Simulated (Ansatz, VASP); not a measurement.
## AlN: VASP beside Ansatz

```
CELL_PARAMETERS angstrom
3.19412 0.00000 0.00000
-1.59706 2.76619 0.00000
0.00000 0.00000 4.14597
ATOMIC_POSITIONS crystal
Al 0.33333 0.66667 0.75000
Al 0.66667 0.33333 0.25000
N 0.33333 0.66667 0.25000
N 0.66667 0.33333 0.75000
```

Alike in both runs: task single point; functional PBE; k mesh 9 × 9 × 6; occupations gaussian, width 0.05 eV; no spin polarisation.

```csv
,VASP,Ansatz
version,VASP 6.6.1,Ansatz 0.2.0
potentials or method,"VASP PAW PBE potentials, release 64 (Al, N)","scalar-relativistic, plane waves, PAW"
plane-wave cutoff (eV),520,520
valence electrons in the cell,16,16
```

Ansatz gave:

| Property | Result |
| --- | --- |
| gap on the k mesh at the Fermi level (eV) | 3.83 |
| least direct gap on the mesh (eV) | 3.83 |
| pressure (GPa) | 21.5 |
| largest component of the traceless stress (GPa) | 7.91 |

Estimate VASP's values.

gap on the k mesh at the Fermi level (eV): 3.84; least direct gap on the mesh (eV): 3.84; pressure (GPa): 21.4; largest component of the traceless stress (GPa): 7.80.

With one functional, cell and mesh, what is left measures potentials, basis and numerics.

Caveats: so large a pressure means that the cell lies far from this level's equilibrium, or that cutoff or potentials fall short (VASP); an odd mesh through Γ misses points on the zone boundary, where band edges often lie.
